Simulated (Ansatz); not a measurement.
# Tungsten, dhcp under PBEsol: ground state and equation of state, part 2 of 2

The plan for tungsten in the dhcp structure: relax it, solve it on a dense k-mesh, then scale the cell to 7 volumes from 88 to 112 % of the relaxed one and try a fit of the equation of state. Spin polarisation is left out. The k-meshes are 13×13×4 for the relaxation; 17×17×5 for the dense run; 15×15×4 for the volumes.

Ansatz 0.2.0; DFT, PBEsol, plane waves (420 eV) with PAW, scalar-relativistic.

**4. Equation of state: 88 %**

The input, input.yaml:

```yaml
crystal:
  lattice:
    - [2.6464332257, 0.0, 0.0]
    - [-1.3232166129, 2.2918784028, 0.0]
    - [0.0, 0.0, 9.3004901987]
  atoms:
    - { symbol: W, position: [0.0, 0.0, 1.0] }
    - { symbol: W, position: [0.0, 0.0, 0.5] }
    - { symbol: W, position: [0.3333333333, 0.6666666667, 0.25] }
    - { symbol: W, position: [0.6666666667, 0.3333333333, 0.75] }
hamiltonian:
  xc: pbesol
  pseudopotentials:
    kind: paw
    azcp:
      W: "pseudopotentials/W.paw.azcp"
basis:
  ecutwfc: 420
  fft_grid_basis: typed
kpoints:
  mp_grid: { grid: [15, 15, 4], shift: [0, 0, 0] }
magnetization:
  spin_polarized: false
scf:
  occupations: { method: fermi_dirac, width: 0.1 }
  lower_state_search: "off"
output:
  stress: true
  write_density: true
  write_potential: true
  elf: true
  volumetric_format: npy
```

The run is started by

```
> ansatz run input.yaml --threads 2 --pin off --max-ram 5120MiB --backend cpu --events-out ev --progress --plain --runs-dir out
```

Standard output:

```text
Warning: <dir> the record states the generating functional pbe (its physics header spells it `PBE`), which answers neither for hamiltonian.xc's functional nor for the pbesol family's — results may be inconsistent (PPs are generated against a specific XC)
Warning: RAYON_NUM_THREADS=2 ignored (pool sized by the plan → 2); use --threads N
Engine: ansatz 0.2.0, x86_64-unknown-linux-gnu
Pseudopotentials: kind: paw
Pseudopotential: W, paw, valence charge 14, recommended cutoff 420 eV (normal), <dir>
Functional definition: PBEsol
  exchange = pbesol_x
  correlation = pbesol_c
Crystal: 4 atoms, lattice volume = 56.410 Å³
Basis set: ecut = 420 eV, 1141 PW (Γ)
Bands: 34, of which v1, the nominal top of the filled ones, is band 28 counted from 1 (27 counted from 0)
Symmetry: 24 space group operations
Space group: P63/mmc (ITA 194), of the structure as read, at distance tolerance 3.8e-5 Å
k-points: 81 of 900
Non-local potential: W, projectors of the file, l = 0: 3, l = 1: 2, l = 2: 2, l = 3: 1
PAW form: soft (Blöchl's): semilocal exchange-correlation on the pseudo side does not see the compensation charge
PAW frozen core: W, regenerated for the run's functional, and the local potential with it (the file was generated under x = pbe(κ = 0.804, μ = 0.2195149727645171), c = pbe(β = 0.06672455060314922))
PAW one-centre angular grid: W, 590 points (default); XC on 64 Gauss nodes
Initial density: superposition of atomic densities (neutral atoms: chi_scale 0, normalization atom), corrected by the library's trained network
Initial wavefunctions: pseudopotential atomic-orbital guess
Functional: x = pbesol(κ = 0.804, μ = 0.12345679012345678), c = pbesol(β = 0.046)
SCF iter   1: F=—  HF=-41023.304226 eV  |F-HF|=—  |Δ(HF+E_count)|=         —  Δρ=8.01e-3  dr2=4.61e-2  ethr=1.77e-3  ⟨swp⟩=5.0  Hψ=10975  notcnv=0
preconditioner: auto → none  [metal: Δε(μ)=0.008 eV  Ē_g=5.521 eV  σ=0.100 eV  W_gap=0.02  n_scr=8 (ndim 8)  ℏωp=24.2 eV  f_vac=0.000  D(μ)=3.52/eV (n_scr^D=38)  sad-step TF]
SCF iter   2: F=—  HF=-41023.298684 eV  |F-HF|=—  |Δ(HF+E_count)|=   5.54e-3  Δρ=5.23e-3  dr2=2.41e-2  ethr=8.24e-5  ⟨swp⟩=1.0  Hψ=3402  notcnv=0
SCF iter   3: F=—  HF=-41023.293887 eV  |F-HF|=—  |Δ(HF+E_count)|=   4.80e-3  Δρ=4.95e-4  dr2=1.87e-4  ethr=4.30e-5  ⟨swp⟩=2.1  Hψ=3626  notcnv=0
SCF iter   4: F=—  HF=-41023.293866 eV  |F-HF|=—  |Δ(HF+E_count)|=   2.07e-5  Δρ=1.61e-4  dr2=1.78e-5  ethr=3.34e-7  ⟨swp⟩=2.3  Hψ=4085  notcnv=0
SCF iter   5: F=—  HF=-41023.293866 eV  |F-HF|=—  |Δ(HF+E_count)|=   2.35e-7  Δρ=4.21e-5  dr2=5.50e-7  ethr=3.17e-8  ⟨swp⟩=1.6  Hψ=3143  notcnv=0
SCF iter   6: F=-41023.293866 eV  HF=-41023.293866 eV  |F-HF|=1.40e-9  |Δ(HF+E_count)|=   3.74e-8  Δρ=6.85e-6  dr2=8.97e-9  ethr=1.79e-10  ⟨swp⟩=10.1  Hψ=18782  notcnv=0
SCF 1 converged in 6 iterations: F = -41023.293866 eV  dr2 = 8.97e-9
SCF converged after 6 iterations
Free energy (F): -41023.293866 eV
Harris-Foulkes:  -41023.293866 eV  (|F-HF|=1.40e-9)
Internal energy: -41023.175871 eV  (E = F + TS)
E sigma→0 (E₀):  -41023.234869 eV
Entropy (-TS):   -0.117995 eV (-29.499 meV/atom)
Fermi energy:    25.196495 eV
--- Per-component energies (eV) ---
  E_band       = -158.438459
  E_kinetic    = 1830.118022
  E_local      = -2096.655754  (includes V_loc(G=0)·N_el)
  E_nonlocal   = 18.427131
  E_hartree    = 783.902805
  E_xc         = -1069.845323
  E_vxc        = -966.266805  (∫ρ·V_xc dr)
  E_paw        = -33747.486535  (= ΣΔE_a)
  E_vpaw       = -511.868129  (= ΣTr[D̂ρ^β])
  E_aug_tail   = -0.000233  (compensation charges beyond the density's cutoff)
  E_ewald      = -6742.523153
  E_core_change = 0.887169  (= ΣΔE_core)
  E_smearing   = -0.117995  (= −TS)
  E_closure    = 0.000000  (closes the sum)
  Σ components = -41023.293866   (vs F -41023.293866, Δ=0.00e0)
--- Stress (GPa, compression-positive) ---
       52.386961      -0.000000       0.000000
       -0.000000      52.386961       0.000000
        0.000000       0.000000      43.032366
  P = ⅓ Tr σ = 49.2688 GPa (492.688 kbar)
--- Band table (eV; the first three rows and the last of 81) ---
  k-point 0: bands = ["-48.2648", "-48.2065", "-48.1643", "-48.1050", "-13.4517", "-12.7027", "-12.6688", "-11.8478", "-11.7030", "-11.7030", "-11.6394", "-11.6394", "-11.5989", "-11.5989", "-11.5340", "-11.5340", "15.3297", "17.5970", "17.6046", "18.5145", "22.7373", "22.7816", "23.2187", "24.3131", "24.3131", "24.5022", "24.5022", "24.8391", "24.8391", "25.0792", "25.0792", "25.5164", "27.7229", "27.7229"]
  k-point 1: bands = ["-48.2592", "-48.2216", "-48.1491", "-48.1107", "-13.3956", "-12.9868", "-12.3742", "-11.9145", "-11.6971", "-11.6971", "-11.6564", "-11.6564", "-11.5817", "-11.5817", "-11.5401", "-11.5401", "15.5165", "16.8046", "18.1796", "18.5076", "22.7214", "23.1302", "23.2451", "24.3581", "24.3581", "24.5156", "24.5156", "24.8149", "24.8149", "25.0091", "25.0091", "25.0987", "27.8539", "27.8539"]
  k-point 2: bands = ["-48.2436", "-48.2436", "-48.1267", "-48.1267", "-13.2340", "-13.2340", "-12.1017", "-12.1017", "-11.6803", "-11.6803", "-11.6803", "-11.6803", "-11.5574", "-11.5574", "-11.5574", "-11.5574", "16.0437", "16.0437", "18.4409", "18.4409", "22.9168", "22.9168", "24.1543", "24.1543", "24.4624", "24.4624", "24.4624", "24.4624", "24.8689", "24.8689", "24.8689", "24.8689", "28.1684", "28.1684"]
  k-point 80: bands = ["-47.9946", "-47.9946", "-47.9522", "-47.9522", "-13.0919", "-13.0919", "-13.0300", "-13.0300", "-12.8668", "-12.8668", "-12.8120", "-12.8120", "-12.2147", "-12.2147", "-12.1997", "-12.1997", "20.4090", "20.4090", "21.3865", "21.3865", "22.0200", "22.0200", "22.0818", "22.0818", "23.6416", "23.6416", "23.6480", "23.6480", "25.8188", "25.8188", "26.8982", "26.8982", "29.8883", "29.8883"]
```

Wall time 2.5 s (2 threads of Intel Xeon 6975P-C (Granite Rapids), shared host); peak memory 0.53 GiB.

Density in a lattice plane of the grid's cell (edges 2.65 and 9.30 Å, at 0.000 of the third edge), which holds W.

Values in e/Å³, 12 rows by 6 columns:
```
2.07 1.16 0.44 0.34 0.44 1.16
0.38 0.38 0.43 0.49 0.43 0.38
0.42 0.52 1.24 2.08 1.24 0.52
0.38 0.38 0.43 0.50 0.43 0.38
2.17 1.23 0.44 0.34 0.44 1.23
3.88 4.94 1.33 0.48 1.33 4.94
2.17 1.23 0.44 0.34 0.44 1.23
0.38 0.38 0.43 0.50 0.43 0.38
0.42 0.52 1.24 2.08 1.24 0.52
0.38 0.38 0.43 0.49 0.43 0.38
2.07 1.16 0.44 0.34 0.44 1.16
3.57 4.99 1.37 0.48 1.37 4.99
```
Columns run along the first of these edges and rows up along the second, over one cell in 6 and 12 even steps from the bottom left corner. Atoms in the plane (fractional): W at (0.00, 0.00), W at (0.00, 0.50).

ELF in the same plane.

Values, 12 rows by 6 columns:
```
0.59 0.37 0.23 0.41 0.23 0.37
0.55 0.43 0.23 0.19 0.23 0.43
0.44 0.30 0.40 0.58 0.41 0.30
0.55 0.43 0.23 0.19 0.24 0.43
0.58 0.39 0.24 0.41 0.24 0.39
0.01 0.61 0.41 0.34 0.41 0.61
0.58 0.39 0.24 0.41 0.24 0.39
0.55 0.43 0.24 0.19 0.23 0.43
0.44 0.30 0.41 0.58 0.40 0.30
0.55 0.43 0.23 0.19 0.23 0.43
0.59 0.37 0.23 0.41 0.23 0.37
0.00 0.60 0.42 0.34 0.42 0.60
```
Columns run along the first of these edges and rows up along the second, over one cell in 6 and 12 even steps from the bottom left corner. Atoms in the plane (fractional): W at (0.00, 0.00), W at (0.00, 0.50).

Both are smooth fields of the valence electrons: close to the nuclei they are not physical.

Maxima of ELF outside the ion cores: 0.56 between the atoms, 1.7 Å from W.

**5. Equation of state: 92 %**

Changes to input.yaml since step 4:

```diff
@@ -2,5 +2,5 @@
   lattice:
-    - [2.6464332257, 0.0, 0.0]
-    - [-1.3232166129, 2.2918784028, 0.0]
-    - [0.0, 0.0, 9.3004901987]
+    - [2.6859380532, 0.0, 0.0]
+    - [-1.3429690266, 2.3260905871, 0.0]
+    - [0.0, 0.0, 9.4393239535]
   atoms:
@@ -28,5 +28 @@
   stress: true
-  write_density: true
-  write_potential: true
-  elf: true
-  volumetric_format: npy
```

The run is started by

```
> ansatz run input.yaml --threads 2 --pin off --max-ram 5120MiB --backend cpu --events-out ev --progress --plain --runs-dir out
```

Standard output, cut to the lines that bear on the results:

```text
Warning: <dir> the record states the generating functional pbe (its physics header spells it `PBE`), which answers neither for hamiltonian.xc's functional nor for the pbesol family's — results may be inconsistent (PPs are generated against a specific XC)
Warning: RAYON_NUM_THREADS=2 ignored (pool sized by the plan → 2); use --threads N
[...]
[... 3 set-up lines as earlier in the session ...]
[...]
Crystal: 4 atoms, lattice volume = 58.974 Å³
Basis set: ecut = 420 eV, 1177 PW (Γ)
Bands: 34, of which v1, the nominal top of the filled ones, is band 28 counted from 1 (27 counted from 0)
[... 1 set-up line as earlier in the session ...]
Space group: P63/mmc (ITA 194), of the structure as read, at distance tolerance 3.9e-5 Å
k-points: 81 of 900
[...]
SCF iter   1: F=—  HF=-41023.927144 eV  |F-HF|=—  |Δ(HF+E_count)|=         —  Δρ=7.18e-3  dr2=3.65e-2  ethr=1.77e-3  ⟨swp⟩=5.0  Hψ=10936  notcnv=0
[...]
SCF iter   6: F=-41023.918365 eV  HF=-41023.918365 eV  |F-HF|=4.66e-10  |Δ(HF+E_count)|=   1.35e-8  Δρ=2.18e-6  dr2=1.75e-9  ethr=1.24e-10  ⟨swp⟩=2.5  Hψ=9070  notcnv=0
[...]
SCF converged after 6 iterations
Free energy (F): -41023.918365 eV
[...]
E sigma→0 (E₀):  -41023.856928 eV
Entropy (-TS):   -0.122872 eV (-30.718 meV/atom)
Fermi energy:    23.966642 eV
[...]
--- Stress (GPa, compression-positive) ---
       31.335043       0.000000       0.000000
        0.000000      31.335043       0.000000
        0.000000       0.000000      25.638993
  P = ⅓ Tr σ = 29.4364 GPa (294.364 kbar)
```

Wall time 1.8 s (2 threads of Intel Xeon 6975P-C (Granite Rapids), shared host); peak memory 0.52 GiB.

**6. Equation of state: 96 %**

Changes to input.yaml since step 5:

```diff
@@ -2,5 +2,5 @@
   lattice:
-    - [2.6859380532, 0.0, 0.0]
-    - [-1.3429690266, 2.3260905871, 0.0]
-    - [0.0, 0.0, 9.4393239535]
+    - [2.7243137816, 0.0, 0.0]
+    - [-1.3621568908, 2.3593249427, 0.0]
+    - [0.0, 0.0, 9.5741896597]
   atoms:
@@ -28 +28,5 @@
   stress: true
+  write_density: true
+  write_potential: true
+  elf: true
+  volumetric_format: npy
```

The run is started by

```
> ansatz run input.yaml --threads 2 --pin off --max-ram 5120MiB --backend cpu --events-out ev --progress --plain --runs-dir out
```

Standard output, cut to the lines that bear on the results:

```text
Warning: <dir> the record states the generating functional pbe (its physics header spells it `PBE`), which answers neither for hamiltonian.xc's functional nor for the pbesol family's — results may be inconsistent (PPs are generated against a specific XC)
Warning: RAYON_NUM_THREADS=2 ignored (pool sized by the plan → 2); use --threads N
[...]
[... 3 set-up lines as earlier in the session ...]
[...]
Crystal: 4 atoms, lattice volume = 61.539 Å³
Basis set: ecut = 420 eV, 1201 PW (Γ)
Bands: 34, of which v1, the nominal top of the filled ones, is band 28 counted from 1 (27 counted from 0)
[... 2 set-up lines as earlier in the session ...]
k-points: 81 of 900
[...]
SCF iter   1: F=—  HF=-41024.262508 eV  |F-HF|=—  |Δ(HF+E_count)|=         —  Δρ=6.51e-3  dr2=2.84e-2  ethr=1.77e-3  ⟨swp⟩=5.0  Hψ=10889  notcnv=0
[...]
SCF iter   6: F=-41024.255238 eV  HF=-41024.255238 eV  |F-HF|=4.95e-10  |Δ(HF+E_count)|=   1.40e-8  Δρ=2.18e-6  dr2=1.88e-9  ethr=1.36e-10  ⟨swp⟩=6.6  Hψ=16602  notcnv=0
[...]
SCF converged after 6 iterations
Free energy (F): -41024.255238 eV
[...]
E sigma→0 (E₀):  -41024.191661 eV
Entropy (-TS):   -0.127154 eV (-31.789 meV/atom)
Fermi energy:    22.836797 eV
[...]
--- Stress (GPa, compression-positive) ---
       14.146093       0.000000       0.000000
        0.000000      14.146093       0.000000
        0.000000       0.000000      11.315225
  P = ⅓ Tr σ = 13.2025 GPa (132.025 kbar)
--- Band table (eV; the first three rows and the last of 81) ---
[...]
```

It took 2.5 s on 2 threads of Intel Xeon 6975P-C (Granite Rapids), shared host; peak memory 0.53 GiB.

**7. Equation of state: 100 %**

Changes to input.yaml since step 6:

```diff
@@ -2,5 +2,5 @@
   lattice:
-    - [2.7243137816, 0.0, 0.0]
-    - [-1.3621568908, 2.3593249427, 0.0]
-    - [0.0, 0.0, 9.5741896597]
+    - [2.7616377865, 0.0, 0.0]
+    - [-1.3808188933, 2.3916484792, 0.0]
+    - [0.0, 0.0, 9.7053592423]
   atoms:
@@ -28,5 +28 @@
   stress: true
-  write_density: true
-  write_potential: true
-  elf: true
-  volumetric_format: npy
```

The run is started by

```
> ansatz run input.yaml --threads 2 --pin off --max-ram 5120MiB --backend cpu --events-out ev --progress --plain --runs-dir out
```

Standard output, cut to the lines that bear on the results:

```text
Warning: <dir> the record states the generating functional pbe (its physics header spells it `PBE`), which answers neither for hamiltonian.xc's functional nor for the pbesol family's — results may be inconsistent (PPs are generated against a specific XC)
Warning: RAYON_NUM_THREADS=2 ignored (pool sized by the plan → 2); use --threads N
[...]
[... 3 set-up lines as earlier in the session ...]
[...]
Crystal: 4 atoms, lattice volume = 64.103 Å³
Basis set: ecut = 420 eV, 1251 PW (Γ)
Bands: 34, of which v1, the nominal top of the filled ones, is band 28 counted from 1 (27 counted from 0)
[... 2 set-up lines as earlier in the session ...]
k-points: 81 of 900
[...]
SCF iter   1: F=—  HF=-41024.362573 eV  |F-HF|=—  |Δ(HF+E_count)|=         —  Δρ=6.00e-3  dr2=2.26e-2  ethr=1.77e-3  ⟨swp⟩=4.9  Hψ=10838  notcnv=0
[...]
SCF iter   6: F=-41024.356642 eV  HF=-41024.356642 eV  |F-HF|=4.37e-10  |Δ(HF+E_count)|=   1.18e-8  Δρ=1.98e-6  dr2=1.63e-9  ethr=1.31e-10  ⟨swp⟩=2.4  Hψ=9157  notcnv=0
[...]
SCF converged after 6 iterations
Free energy (F): -41024.356642 eV
[...]
E sigma→0 (E₀):  -41024.290934 eV
Entropy (-TS):   -0.131417 eV (-32.854 meV/atom)
Fermi energy:    21.794862 eV
[...]
--- Stress (GPa, compression-positive) ---
        0.089581      -0.000000       0.000000
       -0.000000       0.089581       0.000000
        0.000000       0.000000      -0.440396
  P = ⅓ Tr σ = -0.0871 GPa (-0.871 kbar)
```

It took 2.1 s on 2 threads of Intel Xeon 6975P-C (Granite Rapids), shared host; peak memory 0.54 GiB.

**8. Equation of state: 104 %**

Changes to input.yaml since step 7:

```diff
@@ -2,5 +2,5 @@
   lattice:
-    - [2.7616377865, 0.0, 0.0]
-    - [-1.3808188933, 2.3916484792, 0.0]
-    - [0.0, 0.0, 9.7053592423]
+    - [2.7979792934, 0.0, 0.0]
+    - [-1.3989896467, 2.4231211473, 0.0]
+    - [0.0, 0.0, 9.8330759838]
   atoms:
```

The run is started by

```
> ansatz run input.yaml --threads 2 --pin off --max-ram 5120MiB --backend cpu --events-out ev --progress --plain --runs-dir out
```

Standard output, cut to the lines that bear on the results:

```text
Warning: <dir> the record states the generating functional pbe (its physics header spells it `PBE`), which answers neither for hamiltonian.xc's functional nor for the pbesol family's — results may be inconsistent (PPs are generated against a specific XC)
Warning: RAYON_NUM_THREADS=2 ignored (pool sized by the plan → 2); use --threads N
[...]
[... 3 set-up lines as earlier in the session ...]
[...]
Crystal: 4 atoms, lattice volume = 66.667 Å³
Basis set: ecut = 420 eV, 1317 PW (Γ)
Bands: 34, of which v1, the nominal top of the filled ones, is band 28 counted from 1 (27 counted from 0)
[... 1 set-up line as earlier in the session ...]
Space group: P63/mmc (ITA 194), of the structure as read, at distance tolerance 4.1e-5 Å
k-points: 81 of 900
[...]
SCF iter   1: F=—  HF=-41024.270136 eV  |F-HF|=—  |Δ(HF+E_count)|=         —  Δρ=5.60e-3  dr2=1.87e-2  ethr=1.77e-3  ⟨swp⟩=4.8  Hψ=10756  notcnv=0
[...]
SCF iter   6: F=-41024.265367 eV  HF=-41024.265367 eV  |F-HF|=5.38e-10  |Δ(HF+E_count)|=   1.38e-8  Δρ=2.10e-6  dr2=1.93e-9  ethr=1.49e-10  ⟨swp⟩=2.2  Hψ=9140  notcnv=0
[...]
SCF converged after 6 iterations
Free energy (F): -41024.265367 eV
[...]
E sigma→0 (E₀):  -41024.197328 eV
Entropy (-TS):   -0.136077 eV (-34.019 meV/atom)
Fermi energy:    20.830346 eV
[...]
--- Stress (GPa, compression-positive) ---
      -11.400542      -0.000000       0.000000
       -0.000000     -11.400542       0.000000
        0.000000       0.000000     -10.056915
  P = ⅓ Tr σ = -10.9527 GPa (-109.527 kbar)
```

It took 2.3 s on 2 threads of Intel Xeon 6975P-C (Granite Rapids), shared host; peak memory 0.53 GiB.

**9. Equation of state: 108 %**

Changes to input.yaml since step 8:

```diff
@@ -2,5 +2,5 @@
   lattice:
-    - [2.7979792934, 0.0, 0.0]
-    - [-1.3989896467, 2.4231211473, 0.0]
-    - [0.0, 0.0, 9.8330759838]
+    - [2.833400513, 0.0, 0.0]
+    - [-1.4167002565, 2.4537968234, 0.0]
+    - [0.0, 0.0, 9.957558515]
   atoms:
```

The run is started by

```
> ansatz run input.yaml --threads 2 --pin off --max-ram 5120MiB --backend cpu --events-out ev --progress --plain --runs-dir out
```

Standard output, cut to the lines that bear on the results:

```text
Warning: <dir> the record states the generating functional pbe (its physics header spells it `PBE`), which answers neither for hamiltonian.xc's functional nor for the pbesol family's — results may be inconsistent (PPs are generated against a specific XC)
Warning: RAYON_NUM_THREADS=2 ignored (pool sized by the plan → 2); use --threads N
[...]
[... 3 set-up lines as earlier in the session ...]
[...]
Crystal: 4 atoms, lattice volume = 69.231 Å³
Basis set: ecut = 420 eV, 1353 PW (Γ)
Bands: 34, of which v1, the nominal top of the filled ones, is band 28 counted from 1 (27 counted from 0)
[... 2 set-up lines as earlier in the session ...]
k-points: 81 of 900
[...]
SCF iter   1: F=—  HF=-41024.020504 eV  |F-HF|=—  |Δ(HF+E_count)|=         —  Δρ=5.28e-3  dr2=1.60e-2  ethr=1.77e-3  ⟨swp⟩=4.7  Hψ=10645  notcnv=0
[...]
SCF iter   6: F=-41024.016758 eV  HF=-41024.016758 eV  |F-HF|=6.91e-10  |Δ(HF+E_count)|=   1.61e-8  Δρ=2.24e-6  dr2=2.38e-9  ethr=1.71e-10  ⟨swp⟩=2.0  Hψ=9504  notcnv=0
[...]
SCF converged after 6 iterations
Free energy (F): -41024.016758 eV
[...]
E sigma→0 (E₀):  -41023.946126 eV
Entropy (-TS):   -0.141262 eV (-35.316 meV/atom)
Fermi energy:    19.934283 eV
[...]
--- Stress (GPa, compression-positive) ---
      -20.773224       0.000000       0.000000
       -0.000000     -20.773224       0.000000
        0.000000       0.000000     -17.894077
  P = ⅓ Tr σ = -19.8135 GPa (-198.135 kbar)
```

It took 1.9 s on 2 threads of Intel Xeon 6975P-C (Granite Rapids), shared host; peak memory 0.55 GiB.

**10. Equation of state: 112 %**

Changes to input.yaml since step 9:

```diff
@@ -2,5 +2,5 @@
   lattice:
-    - [2.833400513, 0.0, 0.0]
-    - [-1.4167002565, 2.4537968234, 0.0]
-    - [0.0, 0.0, 9.957558515]
+    - [2.8679575836, 0.0, 0.0]
+    - [-1.4339787918, 2.4837241244, 0.0]
+    - [0.0, 0.0, 10.0790041244]
   atoms:
```

The run is started by

```
> ansatz run input.yaml --threads 2 --pin off --max-ram 5120MiB --backend cpu --events-out ev --progress --plain --runs-dir out
```

Standard output, cut to the lines that bear on the results:

```text
Warning: <dir> the record states the generating functional pbe (its physics header spells it `PBE`), which answers neither for hamiltonian.xc's functional nor for the pbesol family's — results may be inconsistent (PPs are generated against a specific XC)
Warning: RAYON_NUM_THREADS=2 ignored (pool sized by the plan → 2); use --threads N
[...]
[... 3 set-up lines as earlier in the session ...]
[...]
Crystal: 4 atoms, lattice volume = 71.795 Å³
Basis set: ecut = 420 eV, 1401 PW (Γ)
Bands: 34, of which v1, the nominal top of the filled ones, is band 28 counted from 1 (27 counted from 0)
[... 1 set-up line as earlier in the session ...]
Space group: P63/mmc (ITA 194), of the structure as read, at distance tolerance 4.2e-5 Å
k-points: 81 of 900
[...]
SCF iter   1: F=—  HF=-41023.642903 eV  |F-HF|=—  |Δ(HF+E_count)|=         —  Δρ=5.00e-3  dr2=1.38e-2  ethr=1.77e-3  ⟨swp⟩=4.6  Hψ=10630  notcnv=0
[...]
SCF iter   6: F=-41023.640046 eV  HF=-41023.640046 eV  |F-HF|=9.02e-10  |Δ(HF+E_count)|=   1.63e-8  Δρ=2.32e-6  dr2=2.80e-9  ethr=1.79e-10  ⟨swp⟩=4.0  Hψ=8589  notcnv=0
[...]
SCF converged after 6 iterations
Free energy (F): -41023.640046 eV
[...]
E sigma→0 (E₀):  -41023.566598 eV
Entropy (-TS):   -0.146896 eV (-36.724 meV/atom)
Fermi energy:    19.099175 eV
[...]
--- Stress (GPa, compression-positive) ---
      -28.391796       0.000000       0.000000
       -0.000000     -28.391796      -0.000000
        0.000000      -0.000000     -24.254218
  P = ⅓ Tr σ = -27.0126 GPa (-270.126 kbar)
```

Run time: 1.9 s. Hardware: 2 threads of Intel Xeon 6975P-C (Granite Rapids), shared host; peak memory 0.55 GiB.

**11. Energy and pressure against volume**

The cell was scaled evenly, with its shape and the fractional positions fixed.

```csv
V (Å³/atom),E − E₀ (meV/atom),P from the stress (GPa),P from the fit (GPa)
14.103,263.9,49.27,49.21
14.744,108.4,29.44,29.28
15.385,24.7,13.20,13.04
16.026,-0.1,-0.09,-0.22
16.667,23.3,-10.95,-11.08
17.308,86.1,-19.81,-19.98
17.949,181.0,-27.01,-27.28
```

A third-order Birch-Murnaghan fit gives V₀ = 16.014 Å³/atom, B₀ = 300 GPa and B₀′ = 4.0; it misses no point by more than 0.09 meV/atom.

Fit and stress differ a little: one follows E(σ → 0), the other the smeared free energy.

**12. Outcome**

The summary covers parts 1 to 2.

| quantity | value |
| --- | --- |
| space group (spins left aside) | P6_3/mmc (No. 194) |
| conventional cell | a = 2.762 Å, c = 9.705 Å (c/a = 3.514) |
| volume | 16.026 Å³/atom |
| shortest distance | 2.762 Å |
| gap on the mesh | none (levels filled in part) |
| relative to bcc | +495 meV/atom |
| V₀, B₀, B₀′ | 16.014 Å³/atom, 300 GPa, 4.0 |

In words: The relaxation enlarged the cell by 1.1 % in volume. It lies 495 meV/atom above the element's reference form at the same level (bcc, from a run of its own), so it is far from stable. Levels at the Fermi energy are filled in part, as in a metal. The fitted modulus is 300 GPa, among the stiffest elements; letting shape and positions relax at each volume could only lower it. Relaxation kept the symmetry; phonons were not checked.
